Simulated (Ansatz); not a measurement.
# CuI (Marshite): elastic constants with PBE

CuI (Marshite):

```
CELL_PARAMETERS angstrom
0.00000 3.03150 3.03150
3.03150 0.00000 3.03150
3.03150 3.03150 0.00000
ATOMIC_POSITIONS crystal
I 0.00000 0.00000 0.00000
Cu 0.75000 0.75000 0.75000
```

```json
{
 "Program": "Ansatz 0.2.0",
 "Task": "elastic constants",
 "Functional": "PBE",
 "Potentials or basis": "all-electron LAPW, scalar-relativistic",
 "Cutoff": "305 eV (chosen from the basis error)",
 "Basis error allowed": "0.001 eV/atom",
 "k mesh": "6 × 6 × 6",
 "Occupations": "fermi-dirac, width 0.05 eV",
 "Spin": "no spin polarisation"
}
```

```yaml
Pressure: 0.3 GPa
Band_gap_on_the_k_mesh: 1.12 eV, direct
Elastic_constants_C11_C12_C44: 53, 35, 22 GPa
Voigt_bulk_modulus: 41 GPa
```

Levels at points of the mesh, in eV from the valence-band top:
| k point | band 20 | band 21 | band 22 | band 23 | band 24 | band 25 |
| --- | --- | --- | --- | --- | --- | --- |
| (0.00, 0.00, 0.00) | 0.00 | 0.00 | 0.00 | 1.12 | 4.88 | 4.88 |
| (0.00, 0.00, -0.50) | -1.77 | -0.71 | -0.71 | 2.14 | 5.42 | 5.42 |
| (0.00, -0.50, -0.50) | -1.76 | -1.49 | -1.49 | 2.71 | 2.90 | 9.17 |

Elastic tensor in Voigt notation (GPa, in the Cartesian axes of the cell as first typed):
```
53 35 35  0  0  0
35 53 35  0  0  0
35 35 53  0  0  0
 0  0  0 22  0  0
 0  0  0  0 22  0
 0  0  0  0  0 22
```

Run time: 2.5 min on 1 thread of Arm Neoverse V2, with other jobs on the host, peak memory 0.39 GiB.

Caveat: spin-orbit coupling is left out, which moves the levels of the heavy elements. As with any semilocal functional, this PBE gap is likely too small.
